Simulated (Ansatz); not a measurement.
BaTiO₃: do energies and stresses tell the same story?

Level of theory: DFT PBE, scalar-relativistic, plane waves, PAW (Ansatz 0.2.0).

Cutoff 420 eV; k points 6×6×6 on the computed 5-atom cell (Γ-centred); Gaussian smearing, width 0.02 eV; no spin polarisation.

Relaxed cell: R3m, a = 5.726 Å, b = 5.726 Å, c = 7.069 Å, α = 90.00°, β = 90.00°, γ = 120.00°, 5 atoms in the primitive cell. Whether it is the stable form of this composition wasn't checked.

Energies at zero smearing and pressures from the stress tensor, at volumes with shape and atoms relaxed:
```
V (Å³/atom) E − E(first) (meV/atom) P (GPa)
     11.776                     0.00    19.85
     12.177                   -40.15    12.64
     12.579                   -64.90     7.35
     12.980                   -77.93     3.24
     13.382                   -81.88     0.01
     13.783                   -78.64    -2.49
     14.185                   -69.87    -4.46
     14.720                   -51.57    -6.38
```

Problem. Check P = −dE/dV between neighbouring volumes, and get the bulk modulus from the pressures alone.

Solution. With 1 eV/Å³ = 160.2 GPa:
```csv
middle V (Å³/atom),−ΔE/ΔV (GPa),mean P (GPa)
11.977,16.022,16.247
12.378,9.878,9.997
12.780,5.201,5.294
13.181,1.578,1.625
13.583,-1.295,-1.241
13.984,-3.498,-3.479
14.452,-5.478,-5.420
```

The two differ by 0.23 GPa at most. The mean of two end pressures misses the average over a step by about ΔV² P″/12, up to 0.16 GPa here; with that taken off 0.07 GPa remains, from the finite cutoff, the mesh or the relaxation's tolerance. Around V = 13.382 Å³/atom, the two neighbours give B = −V ΔP/ΔV = 13.382 × 5.73 / 0.803 = 95.5 GPa, against B0 = 95.3 GPa from the Birch–Murnaghan fit of the energies.

Spin-orbit coupling is left out, which matters for the bands of heavy elements.

A ferromagnetic start lost its moments in a first run, so spin was left out; other magnetic orders weren't tried.